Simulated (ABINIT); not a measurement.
Input of an ABINIT 10.8.3 (patched build) run:

Contents of run.abi:

```
# Pseudopotentials
pp_dirpath "./"
pseudos "Pb.upf"

# Structure
acell 3.5002068511 3.5002068511 3.5002068511 Angstrom
rprim
     0.0000000000     0.7071067812     0.7071067812
     0.7071067812     0.0000000000     0.7071067812
     0.7071067812     0.7071067812     0.0000000000
ntypat 1
znucl 82
natom 1
typat 1
xcart
     0.0000000000     0.0000000000     0.0000000000

# Plane-wave basis
ecut 28.0

# k points
kptopt 1
ngkpt 9 9 9
nshiftk 1
shiftk 0.0 0.0 0.0

# Exchange and correlation
ixc -116133

# Bands and occupations
nband 11
occopt 3
tsmear 0.05 eV

# SCF cycle
nstep 100
tolvrs 1.0e-10

# Output
iomode 3
prtwf 0
prtden 0
prteig 0
prtebands 0
enunit 1
```

Potentials or basis: PseudoDojo NC SR PBEsol v0.4.1 standard.

The run is started by

```console
$ abinit run.abi > log 2>&1
```

Problem. Predict the band gap on the k mesh.

Solution. None (metal or under the smearing width).

Problem. What does it give for the pressure?

Solution. -0.6 GPa.

The run has no spin-orbit coupling, so splittings on Pb are missing.
